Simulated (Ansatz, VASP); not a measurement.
Zn2Si3N in VASP and in Ansatz

```
CELL_PARAMETERS angstrom
2.81836 1.62718 3.04912
-2.81836 1.62718 3.04912
0.00000 -3.25437 3.04912
ATOMIC_POSITIONS crystal
Zn 0.62685 0.62685 0.62685
Zn 0.37315 0.37315 0.37315
Si 0.00000 0.50000 0.00000
Si 0.50000 0.00000 0.00000
Si 0.00000 0.00000 0.50000
N 0.00000 0.00000 0.00000
```

Change from the starting cell: species swapped into the Tb2Al3Co type (R-3m, No. 166).

Alike in both runs: functional PBE; k mesh 6 × 6 × 6; occupations gaussian, width 0.1 eV; no spin polarisation.

Ansatz relaxed the structure, and its values are those at the end. VASP's run is a single point on that final structure, the one shown.

|  | VASP | Ansatz |
| --- | --- | --- |
| version | VASP 6.6.1 | Ansatz 0.2.0 |
| potentials or method | VASP PAW PBE potentials, release 64 (Zn, Si, N) | scalar-relativistic, plane waves, PAW |
| plane-wave cutoff (eV) | 520 | 420 |
| valence electrons in the cell | 41 | 41 |

```csv
,VASP,Ansatz,Ansatz less VASP
gap on the k mesh at the Fermi level (eV),none,none,-
pressure (GPa),0.2,0.1,-0.17
rms of the force components (eV/Å),0.008,0.003,-0.0050
```

A gap of «none» marks a metal or a gap that the smearing closes. With one functional, cell and mesh, what is left measures potentials, basis and numerics.
